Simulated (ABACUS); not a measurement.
# TePt (R-3m) in ABACUS: reference runs

Aim: a first look at TePt with PBEsol, on the cell as given and on a disturbed one.

Everything below comes from runs of ABACUS 3.10.1. Logs are shortened: lines on timing, memory, paths and dates and some standing lists are left out, and cuts for length are marked.

## (1) The crystal as given

Symmetry: R-3m, No. 166, trigonal system. The conventional cell has a = 3.963 Å, b = 3.963 Å, c = 19.983 Å, α = 90.00°, β = 90.00°, γ = 120.00°. Around Pt (site symmetry 3m) lie 3 Te at 2.59 Å and 3 Pt at 2.72 Å. Te (site symmetry 3m) is surrounded by 3 Pt at 2.59 Å.

## (2) Single point, PBEsol

Contents of INPUT:

```
INPUT_PARAMETERS
suffix              TePt
calculation         scf
basis_type          pw
pseudo_dir          ./
symmetry            1
dft_functional      pbesol
ecutwfc             84
pseudo_rcut         7
nspin               1
nbands              41
ks_solver           dav
smearing_method     fd
smearing_sigma      0.00367493
scf_thr             1e-08
scf_nmax            100
mixing_type         broyden
mixing_beta         0.7
cal_force           1
cal_stress          1
out_chg             1
out_pot             2
out_elf             1
```

Contents of STRU:

```
ATOMIC_SPECIES
Pt 195.0840 Pt.upf
Te 127.6000 Te.upf

LATTICE_CONSTANT
1.8897261246

LATTICE_VECTORS
1.9815661262 1.1440577364 6.6610334788
-1.9815661262 1.1440577364 6.6610334788
0.0000000000 -2.2881154728 6.6610334788

ATOMIC_POSITIONS
Direct

Pt
0.0
2
0.1296666667 0.1296666667 0.1296666667 1 1 1
0.8703333333 0.8703333333 0.8703333333 1 1 1

Te
0.0
2
0.4020000000 0.4020000000 0.4020000000 1 1 1
0.5980000000 0.5980000000 0.5980000000 1 1 1
```

Contents of KPT:

```
K_POINTS
0
Gamma
8 8 8 0 0 0
```

Potentials or basis: PseudoDojo NC SR 0.4.1 PBEsol standard, plane waves.

Started as:

```sh
$ OMP_NUM_THREADS=1 mpirun -np 4 abacus > log
```

running log:

```text
ABACUS v3.10.1

               Atomic-orbital Based Ab-initio Computation at UStc

 ------------------------------------------------------------------------------------

 READING GENERAL INFORMATION
                           global_out_dir = OUT.TePt/
                           global_in_card = INPUT
                               pseudo_dir = ./
                              orbital_dir =
                                    DSIZE = 4
                                    GSIZE = 1

 READING UNITCELL INFORMATION
                                    ntype = 2
                  lattice constant (Bohr) = 1.88973
              lattice constant (Angstrom) = 1

 READING ATOM TYPE 1
                               atom label = Pt
                      L=0, number of zeta = 1
                      L=1, number of zeta = 1
                      L=2, number of zeta = 1
             number of atom for this type = 2

 READING ATOM TYPE 2
                               atom label = Te
                      L=0, number of zeta = 1
                      L=1, number of zeta = 1
                      L=2, number of zeta = 1
             number of atom for this type = 2

                        TOTAL ATOM NUMBER = 4
DIRECT COORDINATES
    atom                   x                   y                   z     mag                  vx                  vy                  vz
taud_Pt1            0.1296666667        0.1296666667        0.1296666667  0.0000        0.0000000000        0.0000000000        0.0000000000
taud_Pt2            0.8703333333        0.8703333333        0.8703333333  0.0000        0.0000000000        0.0000000000        0.0000000000
taud_Te1            0.4020000000        0.4020000000        0.4020000000  0.0000        0.0000000000        0.0000000000        0.0000000000
taud_Te2            0.5980000000        0.5980000000        0.5980000000  0.0000        0.0000000000        0.0000000000        0.0000000000

                          Volume (Bohr^3) = 611.429
                             Volume (A^3) = 90.6043

 Lattice vectors: (Cartesian coordinate: in unit of a_0)
             +1.98157            +1.14406            +6.66103
             -1.98157            +1.14406            +6.66103
                   +0            -2.28812            +6.66103
 Reciprocal vectors: (Cartesian coordinate: in unit of 2 pi/a_0)
            +0.252326            +0.14568          +0.0500423
            -0.252326            +0.14568          +0.0500423
                   +0           -0.291361          +0.0500423
 The esolver type has been set to : ksdft_pw

                PAO radial cut off (Bohr) = 7

 Read in pseudopotential file is Pt.upf
                     pseudopotential type = NC
          exchange-correlation functional = PBESOL
                 nonlocal core correction = 1
                        valence electrons = 18
                                     lmax = 3
                           number of zeta = 4
                     number of projectors = 8
                           L of projector = 0
                           L of projector = 0
                           L of projector = 1
                           L of projector = 1
                           L of projector = 2
                           L of projector = 2
                           L of projector = 3
                           L of projector = 3
                PAO radial cut off (Bohr) = 7

 Read in pseudopotential file is Te.upf
                     pseudopotential type = NC
          exchange-correlation functional = PBESOL
                 nonlocal core correction = 1
                        valence electrons = 16
                                     lmax = 2
                           number of zeta = 3
                     number of projectors = 6
                           L of projector = 0
                           L of projector = 0
                           L of projector = 1
                           L of projector = 1
                           L of projector = 2
                           L of projector = 2
     initial pseudo atomic orbital number = 38

 SETUP THE ELECTRONS NUMBER
            electron number of element Pt = 18
      total electron number of element Pt = 36
            electron number of element Te = 16
      total electron number of element Te = 32
            AUTOSET number of electrons:  = 68
                           occupied bands = 34
                                   NBANDS = 41
                                   NLOCAL = 36

%%%%%%%%%%%%%%%%%%%%%%%%%%%%%%%%%%%%%%%%%%%%%%%%%%%%%%%%%%%%%%%%%%%%%%%%%%%%%%%%%%%%%%%%%%%%%%%%%%%%%%%%%%
 Warning: the number of valence electrons in pseudopotential > 10 for Pt: [Xe] 4f14 5d9 6s1
 Warning: the number of valence electrons in pseudopotential > 6 for Te: [Kr] 4d10 5s2 5p4
 Pseudopotentials with additional electrons can yield (more) accurate outcomes, but may be less efficient.
 If you're confident that your chosen pseudopotential is appropriate, you can safely ignore this warning.
%%%%%%%%%%%%%%%%%%%%%%%%%%%%%%%%%%%%%%%%%%%%%%%%%%%%%%%%%%%%%%%%%%%%%%%%%%%%%%%%%%%%%%%%%%%%%%%%%%%%%%%%%%

 SETUP THE PLANE WAVE BASIS
 energy cutoff for charge/potential (unit:Ry) = 336
            fft grid for charge/potential = [ 80, 80, 80 ]
[... 90 lines left out ...]
                               nkstot_ibz = 65
K-POINTS REDUCTION ACCORDING TO SYMMETRY
     IBZ    DIRECT_X    DIRECT_Y    DIRECT_Z  WEIGHT  ibz2bz
       1  0.00000000  0.00000000  0.00000000  0.0020       0
       2  0.12500000  0.00000000  0.00000000  0.0117       1
       3  0.25000000  0.00000000  0.00000000  0.0117       2
       4  0.37500000  0.00000000  0.00000000  0.0117       3
       5  0.50000000  0.00000000  0.00000000  0.0059       4
       6  0.12500000  0.12500000  0.00000000  0.0117       9
[... 22 lines left out ...]
      29  0.25000000  0.25000000  0.12500000  0.0117      82
      30  0.37500000  0.25000000  0.12500000  0.0234      83
[... 35 further k points ...]

                               nkstot now = 65
[... K-POINTS DIRECT COORDINATES: 65 rows ...]

           k-point number in this process = 65
       minimum distributed K point number = 65
[... stars of the k points ...]

[... K-POINTS CARTESIAN COORDINATES: 65 rows ...]

[... K-POINTS DIRECT COORDINATES: 65 rows ...]

 SETUP PLANE WAVES FOR WAVE FUNCTIONS
     energy cutoff for wavefunc (unit:Ry) = 84
              fft grid for wave functions = [ 80, 80, 80 ]
                    number of plane waves = 10167
                         number of sticks = 747

 PARALLEL PW FOR WAVE FUNCTIONS
     PROC   COLUMNS(POT)             PW
        1            187           2542
        2            187           2542
        3            187           2542
        4            186           2541
 --------------- sum -------------------
        4            747          10167

 SETUP NONLOCAL PSEUDOPOTENTIALS IN PLANE WAVE BASIS
 Pt non-local projectors:
 projector 1 L=0
 projector 2 L=0
 projector 3 L=1
 projector 4 L=1
 projector 5 L=2
 projector 6 L=2
 projector 7 L=3
 projector 8 L=3
 Te non-local projectors:
 projector 1 L=0
 projector 2 L=0
 projector 3 L=1
 projector 4 L=1
 projector 5 L=2
 projector 6 L=2
      TOTAL NUMBER OF NONLOCAL PROJECTORS = 100

 Init Non-Local PseudoPotential table :
 Init Non-Local-Pseudopotential done.

                                     npwx = 2001

 Make real space PAO into reciprocal space.
       max mesh points in Pseudopotential = 701
     dq(describe PAO in reciprocal space) = 0.01
                                    max q = 1104

 number of pseudo atomic orbitals for Pt is 4
WARNING: norm of atomic wavefunction # 3 of atomic type Pt is 0.999889, renormalized
WARNING: norm of atomic wavefunction # 4 of atomic type Pt is 0.997658, renormalized

 number of pseudo atomic orbitals for Te is 3
WARNING: norm of atomic wavefunction # 2 of atomic type Te is 0.999977, renormalized
WARNING: norm of atomic wavefunction # 3 of atomic type Te is 0.99875, renormalized

 -------------------------------------------
 SELF-CONSISTENT
 -------------------------------------------
                                 init_chg = atomic

 PW ALGORITHM --------------- ION=   1  ELEC=   1--------------------------------

 Notice: Threshold on eigenvalues was too large.
 hsover_error=0.68 > DRHO=0.188072
 Origin diag ethr = 0.01
 New diag ethr = 0.000276577

 Density error is 0.188638721807
                          Error Threshold = 0.000276577097222
----------------------------------------------------------
     Energy           Rydberg                 eV
----------------------------------------------------------
 E_KohnSham     -940.9729017700      -12802.5931276667
 E_Harris       -948.6570515841      -12907.1413494235
 E_Fermi        1.1026510275         15.0023368790
----------------------------------------------------------
[... 75 lines left out ...]
 Density error is 1.09577082158e-09
                          Error Threshold = 2.90791673606e-11
----------------------------------------------------------
     Energy           Rydberg                 eV
----------------------------------------------------------
 E_KohnSham     -941.0368032123      -12803.4625513922
 E_KS(sigma->0) -941.0361722857      -12803.4539671952
 E_Harris       -941.0368334260      -12803.4629624700
 E_band         -67.4527728543       -917.7420567187
 E_one_elec     -407.0639892477      -5538.3897043796
 E_Hartree      233.9864172870       3183.5485297091
 E_xc           -192.2496501299      -2615.6906802732
 E_Ewald        -575.7083192685      -7832.9135280546
 E_entropy(-TS) -0.0012618532        -0.0171683939
 E_descf        0.0000000000         0.0000000000
 E_exx          0.0000000000         0.0000000000
 E_Fermi        1.0801639318         14.6963842462
----------------------------------------------------------

 charge density convergence is achieved
 final etot is -12803.462551 eV
 EFERMI = 14.696384246 eV
The vacuum level is 6.2378504403 eV

 STATE ENERGY(eV) AND OCCUPATIONS    NSPIN == 1
 1/65 kpoint (Cartesian) = 0.0000 0.0000 0.0000 (1975 pws)
       1       -83.8896     0.00390625
       2       -83.8684     0.00390625
       3       -38.1220     0.00390625
       4       -38.1220     0.00390625
       5       -37.9929     0.00390625
       6       -37.9929     0.00390625
[... 248 lines left out ...]
      40        21.1351    2.77678e-58
      41        21.8391    2.13405e-64

[... levels at 59 further k points ...]

------------------------------------------------------------------------------------------
 TOTAL-FORCE (eV/Angstrom)
------------------------------------------------------------------------------------------
                       Pt1         0.0000000000         0.0000000000         0.2885017922
                       Pt2         0.0000000000         0.0000000000        -0.2885017922
                       Te1         0.0000000000         0.0000000000        -0.1631094594
                       Te2         0.0000000000         0.0000000000         0.1631094594
------------------------------------------------------------------------------------------

----------------------------------------------------------------
 TOTAL-STRESS (KBAR)
----------------------------------------------------------------
         2.6591774319        -0.0000000000         0.0000000000
        -0.0000000000         2.6591774318         0.0000000000
         0.0000000000        -0.0000000000        -3.3377111306
----------------------------------------------------------------
 TOTAL-PRESSURE: 0.660215 KBAR

 --------------------------------------------
 !FINAL_ETOT_IS -12803.4625513922128448 eV
 --------------------------------------------
```

It took 5.1 min on 4 MPI ranks of Intel Xeon 6975P-C (Granite Rapids), shared host; peak memory 0.76 GiB.

Results:

| Property | Result |
| --- | --- |
| Free energy | -12803.4626 eV |
| Pressure | 0.1 GPa |
| Largest force | 0.289 eV/Å |
| Band gap on the k mesh | none (metal or under the smearing width) |

Forces in eV/Å, atoms in the order of the input:
```
Pt   0.000  0.000  0.289
Pt   0.000  0.000 -0.289
Te   0.000  0.000 -0.163
Te   0.000  0.000  0.163
```

## (3) Single point, PBEsol (atoms moved at random, drawn with an rms of 0.05 Å)

Edit INPUT of step 2 so:

```diff
@@ -20,4 +20,2 @@
 cal_stress          1
-out_chg             1
-out_pot             2
-out_elf             1
+kpar                4
```

Contents of STRU:

```
ATOMIC_SPECIES
Pt 195.0840 Pt.upf
Te 127.6000 Te.upf

LATTICE_CONSTANT
1.8897261246

LATTICE_VECTORS
1.9815661262 1.1440577364 6.6610334788
-1.9815661262 1.1440577364 6.6610334788
0.0000000000 -2.2881154728 6.6610334788

ATOMIC_POSITIONS
Direct

Pt
0.0
2
0.1263410000 0.1369850000 0.1219410000 1 1 1
0.8594590000 0.8866000000 0.8683810000 1 1 1

Te
0.0
2
0.4056150000 0.3988250000 0.4023400000 1 1 1
0.5942080000 0.5959580000 0.5999930000 1 1 1
```

KPT is that of step 2.

Potentials or basis: PseudoDojo NC SR 0.4.1 PBEsol standard, plane waves.

Started as:

```sh
$ OMP_NUM_THREADS=1 mpirun -np 4 abacus > log
```

running log:

```text
ABACUS v3.10.1

               Atomic-orbital Based Ab-initio Computation at UStc

 ------------------------------------------------------------------------------------

 READING GENERAL INFORMATION
                           global_out_dir = OUT.TePt/
                           global_in_card = INPUT
                               pseudo_dir = ./
                              orbital_dir =
                                    DSIZE = 4
                                    GSIZE = 1

 READING UNITCELL INFORMATION
                                    ntype = 2
                  lattice constant (Bohr) = 1.88973
              lattice constant (Angstrom) = 1

 READING ATOM TYPE 1
                               atom label = Pt
                      L=0, number of zeta = 1
                      L=1, number of zeta = 1
                      L=2, number of zeta = 1
             number of atom for this type = 2

 READING ATOM TYPE 2
                               atom label = Te
                      L=0, number of zeta = 1
                      L=1, number of zeta = 1
                      L=2, number of zeta = 1
             number of atom for this type = 2

                        TOTAL ATOM NUMBER = 4
DIRECT COORDINATES
    atom                   x                   y                   z     mag                  vx                  vy                  vz
taud_Pt1            0.1263410000        0.1369850000        0.1219410000  0.0000        0.0000000000        0.0000000000        0.0000000000
[... 345 lines left out ...]
 E_one_elec     -407.8828313768      -5549.5306230978
 E_Hartree      234.3516253711       3188.5174406085
 E_xc           -192.2699475169      -2615.9668403912
 E_Ewald        -575.2302487526      -7826.4090449927
 E_entropy(-TS) -0.0012244697        -0.0166597655
 E_descf        0.0000000000         0.0000000000
 E_exx          0.0000000000         0.0000000000
 E_Fermi        1.0816848949         14.7170780114
----------------------------------------------------------

 charge density convergence is achieved
 final etot is -12803.405728 eV
 EFERMI = 14.717078011 eV

 STATE ENERGY(eV) AND OCCUPATIONS    NSPIN == 1
 1/65 kpoint (Cartesian) = 0.0000 0.0000 0.0000 (7903 pws)
       1       -83.9226     0.00390625
       2       -83.8972     0.00390625
       3       -38.1608     0.00390625
       4       -38.1518     0.00390625
       5       -38.0377     0.00390625
       6       -38.0304     0.00390625
[... 248 lines left out ...]
      40        20.9559    5.04811e-57
      41        21.4839    1.30888e-61

[... levels at 59 further k points ...]

------------------------------------------------------------------------------------------
 TOTAL-FORCE (eV/Angstrom)
------------------------------------------------------------------------------------------
                       Pt1         0.1281787818        -0.2341930357         0.6777495971
                       Pt2         0.6045657626        -0.1576677621        -0.8167011107
                       Te1        -0.2794798436         0.1741973809        -0.3888874023
                       Te2        -0.4532647007         0.2176634169         0.5278389159
------------------------------------------------------------------------------------------

----------------------------------------------------------------
 TOTAL-STRESS (KBAR)
----------------------------------------------------------------
        15.2857400190        -0.8357010356         0.3487469558
        -0.8357010357        12.4148184842         2.2674487466
         0.3487469558         2.2674487466         4.0611560455
----------------------------------------------------------------
 TOTAL-PRESSURE: 10.587238 KBAR

 --------------------------------------------
 !FINAL_ETOT_IS -12803.4057276387884485 eV
 --------------------------------------------
```

stdout:

```text
ABACUS v3.10.1

               Atomic-orbital Based Ab-initio Computation at UStc

%%%%%%%%%%%%%%%%%%%%%%%%%%%%%%%%%%%%%%%%%%%%%%%%%%%%%%%%%%%%%%%%%%%%%%%%%%%%%%%%%%%%%%%%%%%%%%%%%%%%%%%%%
 Warning: the number of valence electrons in pseudopotential > 10 for Pt: [Xe] 4f14 5d9 6s1
[... 35 lines left out ...]
 TOTAL-STRESS (KBAR)
----------------------------------------------------------------
        15.2857400190        -0.8357010356         0.3487469558
        -0.8357010357        12.4148184842         2.2674487466
         0.3487469558         2.2674487466         4.0611560455
----------------------------------------------------------------
 TOTAL-PRESSURE: 10.587238 KBAR
```

It took 19 min on 4 MPI ranks of Intel Xeon 6975P-C (Granite Rapids), shared host; peak memory 2.2 GiB.

Results:

* Free energy: -12803.4057 eV
* Pressure: 1.1 GPa
* Largest force: 1.028 eV/Å
* Band gap on the k mesh: none (metal or under the smearing width)

Forces in eV/Å, atoms in the order of the input:
```
Pt   0.128 -0.234  0.678
Pt   0.605 -0.158 -0.817
Te  -0.279  0.174 -0.389
Te  -0.453  0.218  0.528
```

Levels at points of the mesh, in eV from the Fermi level:
| k point | band 31 | band 32 | band 33 | band 34 | band 35 | band 36 | band 37 | band 38 |
| --- | --- | --- | --- | --- | --- | --- | --- | --- |
| (0.00, 0.00, 0.00) | -1.83 | 0.76 | 0.78 | 0.91 | 1.34 | 2.90 | 2.91 | 4.52 |
| (0.50, 0.00, 0.00) | -2.54 | -2.06 | -1.98 | -1.08 | 0.30 | 1.36 | 2.04 | 3.75 |
| (0.00, 0.50, 0.00) | -2.62 | -2.01 | -1.99 | -1.11 | 0.28 | 1.38 | 1.98 | 3.81 |
| (0.50, 0.50, 0.00) | -2.57 | -2.00 | -1.73 | -1.28 | -1.14 | 2.48 | 3.71 | 4.73 |
| (0.00, 0.00, 0.50) | -2.58 | -2.02 | -1.99 | -1.08 | 0.29 | 1.38 | 2.00 | 3.79 |
| (0.50, 0.00, 0.50) | -2.58 | -1.99 | -1.74 | -1.29 | -1.15 | 2.48 | 3.70 | 4.75 |
| (0.00, 0.50, 0.50) | -2.54 | -2.03 | -1.72 | -1.27 | -1.15 | 2.48 | 3.82 | 4.74 |
| (0.50, 0.50, 0.50) | -1.79 | -1.52 | 1.27 | 1.31 | 2.02 | 2.04 | 3.54 | 4.48 |

The run has no spin-orbit coupling, so splittings on Pt, Te are missing.
